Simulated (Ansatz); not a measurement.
Space group I4_1/amd:1 (No. 141). a = 3.818 Å, b = 3.818 Å, c = 9.776 Å, α = 90.00°, β = 90.00°, γ = 90.00°
| atom | site | symmetry | x | y | z |
| --- | --- | --- | --- | --- | --- |
| Ti | 4a | -4m2 | 0.0000 | 0.5000 | 0.2500 |
| O | 8e | 2mm. | 0.0000 | 0.5000 | 0.4552 |

Equation of state of this TiO2 structure (not necessarily the ground state), with shape and atoms relaxed at each volume where symmetry leaves them free. Theory: Ansatz 0.2.0, DFT PBE+U, scalar-relativistic, plane waves, PAW.

Settings: cutoff 420 eV, Γ-centred mesh 6×6×6 on the computed 6-atom cell, Gaussian smearing of 0.02 eV; U_eff Ti 4.00 eV on the d shells (Löwdin-orthogonalised atomic orbitals); no spin polarisation.

| V (Å³/atom) | E − E(largest V) (meV/atom) | P (GPa) | gap on mesh (eV) |
| --- | --- | --- | --- |
| 10.450 | 51.60 | 25.78 | 2.50 |
| 10.806 | 2.69 | 18.47 | 2.59 |
| 11.162 | -30.54 | 11.64 | 2.64 |
| 11.519 | -49.46 | 5.52 | 2.67 |
| 11.875 | -55.49 | 0.01 | 2.68 |
| 12.231 | -50.05 | -4.86 | 2.66 |
| 12.587 | -34.38 | -9.13 | 2.61 |
| 13.062 | 0.00 | -13.93 | 2.52 |

Fit a third-order Birch–Murnaghan equation to E(V).

V0 = 11.88 Å³/atom, B0 = 170 GPa, B0' = 2.8.